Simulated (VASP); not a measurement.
# Sc (P6_122) in VASP: a series of runs

The runs below take Sc through single point, with PBE.

Program: VASP 6.6.1. These are calculated values, not measurements. Logs are shortened: lines on timing, memory, paths and dates and some standing lists are left out, and cuts for length are marked.

## 1. The structure

It takes space group P6_122 (No. 178, hexagonal). The conventional cell has a = 3.246 Å, b = 3.246 Å, c = 16.347 Å, α = 90.00°, β = 90.00°, γ = 120.00°. Sc (site symmetry 2) is surrounded by 10 Sc at 3.14 to 3.25 Å.

This isn't the form of Sc at room conditions, which is hcp.

## 2. Single point, PBE

INCAR

```
PREC = Accurate
ENCUT = 500
EDIFF = 1E-6
ISMEAR = 0
SIGMA = 0.1
LREAL = F
LASPH = T
NELM = 80
ALGO = Normal
ISIF = 2
LWAVE = F
LCHARG = F
GGA = PE
NBANDS = 42
```

KPOINTS

```
regular mesh
0
Gamma
  9 9 2
```

POSCAR

```
Sc
1.0
    3.2463827195      0.0000000000      0.0000000000
   -1.6231913597      2.8114499055      0.0000000000
    0.0000000000      0.0000000000     16.3469753200
Sc
6
Direct
    0.5200554400      0.5200554400      0.6666666667
    0.0000000000      0.5200554400      0.8333333333
    0.4799445600      0.4799445600      0.1666666667
    0.0000000000      0.4799445600      0.3333333333
    0.4799445600      0.0000000000      0.0000000000
    0.5200554400      0.0000000000      0.5000000000
```

Potentials or basis: VASP PAW PBE potentials, release 64 (Sc_sv).

The run is started by

```console
> cat potpaw_PBE.64/Sc_sv/POTCAR > POTCAR
> mpirun -np 1 vasp_std > vasp.out
```

OUTCAR:

```text
PREC = Accurate
   ENCUT = 500
   EDIFF = 1E-6
   ISMEAR = 0
   LREAL = F
   LASPH = T
   NELM = 80
   ISIF = 2
   GGA = PE

 ion  position               nearest neighbor table
   1  0.520  0.520  0.667-   2 3.14   6 3.14   2 3.21   6 3.21
   2  0.000  0.520  0.833-   1 3.14   5 3.14   1 3.21   5 3.21
   3  0.480  0.480  0.167-   4 3.14   5 3.14   4 3.21   5 3.21
   4  0.000  0.480  0.333-   3 3.14   6 3.14   3 3.21   6 3.21
   5  0.480  0.000  0.000-   3 3.14   2 3.14   3 3.21   2 3.21
   6  0.520  0.000  0.500-   1 3.14   4 3.14   1 3.21   4 3.21

  LATTYP: Found a hexagonal cell.
 ALAT       =     3.2463827195
 C/A-ratio  =     5.0354430554

  Lattice vectors:

 A1 = (   3.2463827195,   0.0000000000,   0.0000000000)
 A2 = (  -1.6231913597,   2.8114499055,   0.0000000000)
 A3 = (   0.0000000000,   0.0000000000,  16.3469753200)

Analysis of symmetry for initial positions (statically):
=====================================================================
 Subroutine PRICEL returns:
 Original cell was already a primitive cell.

 Routine SETGRP: Setting up the symmetry group for a
 hexagonal supercell.

 Subroutine GETGRP returns: Found 12 space group operations
 (whereof  2 operations were pure point group operations)
 out of a pool of 24 trial point group operations.

The static configuration has the point symmetry C_2 .
 The point group associated with its full space group is D_6 .

Analysis of symmetry for dynamics (positions and initial velocities):
=====================================================================
 Subroutine PRICEL returns:
 Original cell was already a primitive cell.

 Routine SETGRP: Setting up the symmetry group for a
 hexagonal supercell.

 Subroutine GETGRP returns: Found 12 space group operations
 (whereof  2 operations were pure point group operations)
 out of a pool of 24 trial point group operations.

The dynamic configuration has the point symmetry C_2 .
 The point group associated with its full space group is D_6 .

 Subroutine INISYM returns: Found 12 space group operations
 (whereof  2 operations are pure point group operations),
 and found     1 'primitive' translations

----------------------------------------------------------------------------------------

                                     Primitive cell

[... 98 lines left out ...]
   LREAL  =      F    real-space projection
   EDIFFG = 0.1E-04   stopping-criterion for IOM
   NSW    =      0    number of steps for IOM
   IBRION =     -1    ionic relax: 0-MD 1-quasi-New 2-CG
   NFREE  =      0    steps in history (QN), initial steepest desc. (CG)
   ISIF   =      2    stress and relaxation
   ISYM   =      2    0-nonsym 1-usesym 2-fastsym
   POTIM  = 0.5000    time-step for ionic-motion
   TEBEG  =    0.0;   TEEND  =   0.0 temperature during run
   PSTRESS=    0.0 pullay stress
   NELECT =      66.0000    total number of electrons
   NUPDOWN=      -1.0000    fix difference up-down
   EMIN   =  10.00;   EMAX   =-10.00  energy-range for DOS
   EFERMI =   0.00;   METHOD = LEGACY
   ISMEAR =     0;   SIGMA  =   0.10  broadening in eV -4-tet -1-fermi 0-gaus
   EFERMI_NEDOS =   21; number of points for ismear=-14 and -15
   IALGO  =     38    algorithm
   IMIX   =      4    mixing-type and parameters
     AMIX     =   0.40;   BMIX     =  1.00
     AMIX_MAG =   1.60;   BMIX_MAG =  1.00
  volume/ion in A,a.u.               =      24.87       167.81
  Fermi-wavevector in a.u.,A,eV,Ry     =   1.247384  2.357215 21.170229  1.555968
  Thomas-Fermi vector in A             =   2.381519
   LORBIT       =      0    0 simple, 1 ext, 2 COOP (PROOUT), +10 PAW based schemes
   GGA     = PE    functional components
   LHFCALC =     F    Hartree Fock is set to
   AEXX    =    0.0000 exact exchange contribution
   IVDW    =     0    specifies the selected vdW correction
   LEPSILON=     F    determine dielectric tensor
   LRPA    =     F    only Hartree local field effects (RPA)
 non-spin polarized calculation
 Gauss-broadening in eV      SIGMA  =   0.10
  energy-cutoff  :      500.00
  volume of cell :      149.20
 maximum number of plane-waves:      3814
 NGX is ok and might be reduce to    24
   NGX = 11   NGY = 11   NGZ = 59

 number of electron      65.9999994 magnetization

 Free energy of the ion-electron system (eV)
  ---------------------------------------------------
  ext. energy  EPLUGINS =         0.00000000
  ---------------------------------------------------
  free energy    TOTEN  =       -36.75562475 eV

  energy without entropy =      -36.70069756  energy(sigma->0) =      -36.72816116

 E-fermi :   3.7672     XC(G=0):  -9.8369

 val. band max:        3.7561162036   @ k =   0.2222   0.0000   0.0000
 cond. band min:       3.7707440878   @ k =   0.1111   0.1111   0.0000
 fundamental gap:      0.0146278842
 Fermi energy:         3.7672373585

 k-point     1 :       0.0000    0.0000    0.0000
  band No.  band energies     occupation
      1     -45.8173      2.00000
      2     -45.8025      2.00000
      3     -45.8025      2.00000
      4     -45.7727      2.00000
      5     -45.7727      2.00000
      6     -45.7577      2.00000
[... 1069 lines left out ...]
     41       4.5062      0.00000
     42       4.5062      0.00000

------------------------ aborting loop because EDIFF is reached ----------------------------------------

  FORCE on cell =-STRESS in cart. coord.  units (eV):
  Direction    XX          YY          ZZ          XY          YZ          ZX
  --------------------------------------------------------------------------------------
  -------------------------------------------------------------------------------------
  Total       -0.3024899     -0.3024899     -0.0390426     -0.0000000     -0.0000000      0.0000000
  in kB       -3.2482835     -3.2482835     -0.4192589     -0.0000000     -0.0000000      0.0000000
  external PRESSURE =      -2.3052753 kB  Pullay stress =       0.0000000 kB

 VOLUME and BASIS-vectors are now :
 -----------------------------------------------------------------------------
  energy-cutoff  :      500.00
  volume of cell :      149.20
      direct lattice vectors                 reciprocal lattice vectors
     3.246382720  0.000000000  0.000000000     0.308035154  0.177844179  0.000000000
    -1.623191360  2.811449905  0.000000000     0.000000000  0.355688358  0.000000000
     0.000000000  0.000000000 16.346975320     0.000000000  0.000000000  0.061173396

 POSITION                                       TOTAL-FORCE (eV/Angst)
 -----------------------------------------------------------------------------------
      0.84415      1.46211     10.89798        -0.023884     -0.041369      0.000000
     -0.84415      1.46211     13.62248         0.023884     -0.041369      0.000000
      0.77904      1.34934      2.72450         0.023884      0.041369      0.000000
     -0.77904      1.34934      5.44899        -0.023884      0.041369     -0.000000
      1.55808      0.00000      0.00000         0.047768     -0.000000     -0.000000
      1.68830      0.00000      8.17349        -0.047768     -0.000000      0.000000
 -----------------------------------------------------------------------------------
    total drift:                               -0.000000      0.000000     -0.000002

  FREE ENERGIE OF THE ION-ELECTRON SYSTEM (eV)
  ---------------------------------------------------
  free  energy   TOTEN  =       -36.7556247545 eV

  energy  without entropy=      -36.7006975619  energy(sigma->0) =      -36.72816116
```

OSZICAR:

```text
N       E                     dE             d eps       ncg     rms          rms(c)
DAV:   1     0.146465346737E+04    0.14647E+04   -0.28555E+04  2016   0.162E+03
DAV:   2     0.729008326459E+02   -0.13918E+04   -0.13745E+04  2896   0.787E+02
DAV:   3    -0.352548232836E+02   -0.10816E+03   -0.10412E+03  3300   0.306E+02
DAV:   4    -0.407639123836E+02   -0.55091E+01   -0.51980E+01  3392   0.560E+01
DAV:   5    -0.410056433112E+02   -0.24173E+00   -0.23187E+00  3336   0.118E+01    0.130E+01
DAV:   6    -0.372593973586E+02    0.37462E+01   -0.88469E+00  2542   0.238E+01    0.382E+00
DAV:   7    -0.367954623511E+02    0.46394E+00   -0.18082E+00  2744   0.101E+01    0.144E+00
DAV:   8    -0.367595454116E+02    0.35917E-01   -0.74510E-02  3040   0.239E+00    0.399E-01
DAV:   9    -0.367555749921E+02    0.39704E-02   -0.27269E-02  2832   0.122E+00    0.569E-02
DAV:  10    -0.367556243336E+02   -0.49341E-04   -0.68314E-04  3384   0.281E-01    0.115E-02
DAV:  11    -0.367556261971E+02   -0.18635E-05   -0.22603E-05  3296   0.471E-02    0.623E-03
DAV:  12    -0.367556246238E+02    0.15734E-05   -0.16712E-06  1824   0.150E-02    0.145E-03
DAV:  13    -0.367556247545E+02   -0.13068E-06   -0.44420E-07  1664   0.101E-02
   1 F= -.36755625E+02 E0= -.36728161E+02  d E =-.549272E-01
```

Run time: 96 s. Hardware: 1 thread of AMD EPYC 9R45 (Zen 5), shared host; peak memory 0.25 GiB.

What came out:

* Free energy: -36.7556 eV
* Pressure: -0.2 GPa
* Largest force: 0.048 eV/Å
* Band gap on the k mesh: none (metal or under the smearing width)

Forces in eV/Å, atoms in the order of the input:
```
Sc  -0.024 -0.041  0.000
Sc   0.024 -0.041  0.000
Sc   0.024  0.041  0.000
Sc  -0.024  0.041  0.000
Sc   0.048  0.000  0.000
Sc  -0.048  0.000  0.000
```

## 3. Single point, PBE

run.py

```python
from ase.calculators.vasp import Vasp
from ase.dft.bandgap import bandgap
from ase.io import read

atoms = read('Sc.xyz')
calc = Vasp(
    directory='calc',
    xc='pbe',
    pp='PBE',
    setups='minimal',
    prec='Accurate',
    encut=500,
    ediff=1e-07,
    ismear=0,
    sigma=0.1,
    lreal=False,
    lasph=True,
    nelm=60,
    algo='Fast',
    isif=2,
    lwave=False,
    lcharg=True,
    lelf=True,
    lvhar=True,
    kpts=[9, 9, 2],
    gamma=True,
    nbands=42,
)
atoms.calc = calc

print('energy (eV):', atoms.get_potential_energy())
print('free energy (eV):', atoms.get_potential_energy(force_consistent=True))
print('forces (eV/A):')
print(atoms.get_forces())
print('stress (eV/A^3, Voigt):', atoms.get_stress())
print('Fermi level (eV):', calc.get_fermi_level())
gap, top, bottom = bandgap(calc)
print('band gap (eV):', gap, 'from (spin, k, band)', top, 'to', bottom)
```

Sc.xyz

```xyz
6
Lattice="3.2463827195 0.0000000000 0.0000000000 -1.6231913597 2.8114499055 0.0000000000 0.0000000000 0.0000000000 16.3469753200" Properties=species:S:1:pos:R:3 pbc="T T T"
Sc     0.8441494968      1.4621098176     10.8979835472
Sc    -0.8441494968      1.4621098176     13.6224794328
Sc     0.7790418630      1.3493400879      2.7244958872
Sc    -0.7790418629      1.3493400879      5.4489917728
Sc     1.5580837259      0.0000000000      0.0000000000
Sc     1.6882989936      0.0000000000      8.1734876600
```

Potentials or basis: VASP PAW PBE potentials, release 64 (Sc_sv).

The run is started by

```console
> python run.py
```

Log:

```text
energy (eV): -36.72816129
free energy (eV): -36.75562498
forces (eV/A):
[[-0.02388658 -0.04137277  0.        ]
 [ 0.02388658 -0.04137277 -0.        ]
 [ 0.02388658  0.04137277  0.        ]
 [-0.02388658  0.04137277 -0.        ]
 [ 0.04777316  0.         -0.        ]
 [-0.04777316  0.         -0.        ]]
stress (eV/A^3, Voigt): [ 0.00196545  0.00196545  0.0001938  -0.         -0.          0.        ]
Fermi level (eV): 3.76719322
band gap (eV): 0.0 from (spin, k, band) (None, None, None) to (None, None, None)
```

OUTCAR:

```text
ENCUT = 500.000000
   EDIFF = 1.00e-07
   GGA = PE
   PREC = Accurate
   ISIF = 2
   ISMEAR = 0
   NELM = 60
   LASPH = .TRUE.
   LREAL = .FALSE.

 ion  position               nearest neighbor table
   1  0.520  0.520  0.667-   2 3.14   6 3.14   2 3.21   6 3.21
   2  1.000  0.520  0.833-   1 3.14   5 3.14   1 3.21   5 3.21
   3  0.480  0.480  0.167-   4 3.14   5 3.14   4 3.21   5 3.21
   4  0.000  0.480  0.333-   3 3.14   6 3.14   3 3.21   6 3.21
   5  0.480  0.000  0.000-   3 3.14   2 3.14   2 3.21   3 3.21
   6  0.520  0.000  0.500-   1 3.14   4 3.14   4 3.21   1 3.21

  LATTYP: Found a hexagonal cell.
 ALAT       =     3.2463827195
 C/A-ratio  =     5.0354430554

  Lattice vectors:

 A1 = (   3.2463827195,   0.0000000000,   0.0000000000)
 A2 = (  -1.6231913597,   2.8114499055,   0.0000000000)
 A3 = (   0.0000000000,   0.0000000000,  16.3469753200)

Analysis of symmetry for initial positions (statically):
=====================================================================
 Subroutine PRICEL returns:
 Original cell was already a primitive cell.

 Routine SETGRP: Setting up the symmetry group for a
 hexagonal supercell.

 Subroutine GETGRP returns: Found 12 space group operations
 (whereof  2 operations were pure point group operations)
 out of a pool of 24 trial point group operations.

The static configuration has the point symmetry C_2 .
 The point group associated with its full space group is D_6 .

Analysis of symmetry for dynamics (positions and initial velocities):
=====================================================================
 Subroutine PRICEL returns:
 Original cell was already a primitive cell.

 Routine SETGRP: Setting up the symmetry group for a
 hexagonal supercell.

 Subroutine GETGRP returns: Found 12 space group operations
 (whereof  2 operations were pure point group operations)
 out of a pool of 24 trial point group operations.

The dynamic configuration has the point symmetry C_2 .
 The point group associated with its full space group is D_6 .

 Subroutine INISYM returns: Found 12 space group operations
 (whereof  2 operations are pure point group operations),
 and found     1 'primitive' translations

----------------------------------------------------------------------------------------

                                     Primitive cell

  volume of cell :     149.1995

[... 97 lines left out ...]
   EDIFFG = 0.1E-05   stopping-criterion for IOM
   NSW    =      0    number of steps for IOM
   IBRION =     -1    ionic relax: 0-MD 1-quasi-New 2-CG
   NFREE  =      0    steps in history (QN), initial steepest desc. (CG)
   ISIF   =      2    stress and relaxation
   ISYM   =      2    0-nonsym 1-usesym 2-fastsym
   POTIM  = 0.5000    time-step for ionic-motion
   TEBEG  =    0.0;   TEEND  =   0.0 temperature during run
   PSTRESS=    0.0 pullay stress
   NELECT =      66.0000    total number of electrons
   NUPDOWN=      -1.0000    fix difference up-down
   EMIN   =  10.00;   EMAX   =-10.00  energy-range for DOS
   EFERMI =   0.00;   METHOD = LEGACY
   ISMEAR =     0;   SIGMA  =   0.10  broadening in eV -4-tet -1-fermi 0-gaus
   EFERMI_NEDOS =   21; number of points for ismear=-14 and -15
   IALGO  =     68    algorithm
   IMIX   =      4    mixing-type and parameters
     AMIX     =   0.40;   BMIX     =  1.00
     AMIX_MAG =   1.60;   BMIX_MAG =  1.00
  volume/ion in A,a.u.               =      24.87       167.81
  Fermi-wavevector in a.u.,A,eV,Ry     =   1.247384  2.357215 21.170229  1.555968
  Thomas-Fermi vector in A             =   2.381519
   LORBIT       =      0    0 simple, 1 ext, 2 COOP (PROOUT), +10 PAW based schemes
   GGA     = PE    functional components
   LHFCALC =     F    Hartree Fock is set to
   AEXX    =    0.0000 exact exchange contribution
   IVDW    =     0    specifies the selected vdW correction
   LEPSILON=     F    determine dielectric tensor
   LRPA    =     F    only Hartree local field effects (RPA)
 non-spin polarized calculation
 RMM-DIIS sequential band-by-band and
 Gauss-broadening in eV      SIGMA  =   0.10
  energy-cutoff  :      500.00
  volume of cell :      149.20
 maximum number of plane-waves:      3814
 NGX is ok and might be reduce to    24
   NGX = 11   NGY = 11   NGZ = 59

 number of electron      65.9999994 magnetization

 Free energy of the ion-electron system (eV)
  ---------------------------------------------------
  ext. energy  EPLUGINS =         0.00000000
  ---------------------------------------------------
  free energy    TOTEN  =       -36.75562498 eV

  energy without entropy =      -36.70069760  energy(sigma->0) =      -36.72816129

 E-fermi :   3.7672     XC(G=0):  -9.8369

 val. band max:        3.7560664180   @ k =   0.2222   0.0000   0.0000
 cond. band min:       3.7706944578   @ k =   0.1111   0.1111   0.0000
 fundamental gap:      0.0146280398
 Fermi energy:         3.7671932240

 k-point     1 :       0.0000    0.0000    0.0000
  band No.  band energies     occupation
      1     -45.8174      2.00000
      2     -45.8026      2.00000
      3     -45.8026      2.00000
      4     -45.7728      2.00000
      5     -45.7728      2.00000
      6     -45.7578      2.00000
[... 1069 lines left out ...]
     41       4.5061      0.00000
     42       4.5061      0.00000

------------------------ aborting loop because EDIFF is reached ----------------------------------------

  FORCE on cell =-STRESS in cart. coord.  units (eV):
  Direction    XX          YY          ZZ          XY          YZ          ZX
  --------------------------------------------------------------------------------------
  -------------------------------------------------------------------------------------
  Total       -0.2932437     -0.2932437     -0.0289149     -0.0000000     -0.0000000      0.0000000
  in kB       -3.1489937     -3.1489937     -0.3105020     -0.0000000     -0.0000000      0.0000000
  external PRESSURE =      -2.2028298 kB  Pullay stress =       0.0000000 kB

 VOLUME and BASIS-vectors are now :
 -----------------------------------------------------------------------------
  energy-cutoff  :      500.00
  volume of cell :      149.20
      direct lattice vectors                 reciprocal lattice vectors
     3.246382720  0.000000000  0.000000000     0.308035154  0.177844179  0.000000000
    -1.623191360  2.811449905  0.000000000     0.000000000  0.355688358  0.000000000
     0.000000000  0.000000000 16.346975320     0.000000000  0.000000000  0.061173396

 POSITION                                       TOTAL-FORCE (eV/Angst)
 -----------------------------------------------------------------------------------
      0.84415      1.46211     10.89798        -0.023887     -0.041373      0.000000
      2.40223      1.46211     13.62248         0.023887     -0.041373     -0.000000
      0.77904      1.34934      2.72450         0.023887      0.041373      0.000000
     -0.77904      1.34934      5.44899        -0.023887      0.041373     -0.000000
      1.55808      0.00000      0.00000         0.047773      0.000000     -0.000000
      1.68830      0.00000      8.17349        -0.047773      0.000000     -0.000000
 -----------------------------------------------------------------------------------
    total drift:                               -0.000000      0.000000     -0.000002

  FREE ENERGIE OF THE ION-ELECTRON SYSTEM (eV)
  ---------------------------------------------------
  free  energy   TOTEN  =       -36.7556249774 eV

  energy  without entropy=      -36.7006976040  energy(sigma->0) =      -36.72816129
```

INCAR:

```text
ENCUT = 500.000000
SIGMA = 0.100000
EDIFF = 1.00e-07
ALGO = Fast
GGA = PE
PREC = Accurate
ISIF = 2
ISMEAR = 0
NBANDS = 42
NELM = 60
LASPH = .TRUE.
LCHARG = .TRUE.
LELF = .TRUE.
LVHAR = .TRUE.
LWAVE = .FALSE.
LREAL = .FALSE.
```

Wall time 2.8 min (1 thread of AMD EPYC 9R45 (Zen 5), shared host); peak memory 0.26 GiB.

Results:

```
Free energy            : -36.7556 eV
Pressure               : -0.2 GPa
Largest force          : 0.048 eV/Å
Band gap on the k mesh : none (metal or under the smearing width)
```

Forces on the atoms (eV/Å):
```
Sc  -0.024 -0.041  0.000
Sc   0.024 -0.041  0.000
Sc   0.024  0.041  0.000
Sc  -0.024  0.041  0.000
Sc   0.048  0.000  0.000
Sc  -0.048  0.000  0.000
```

Stress tensor (GPa, compression positive):
```
-0.31  0.00  0.00
 0.00 -0.31  0.00
 0.00  0.00 -0.03
```
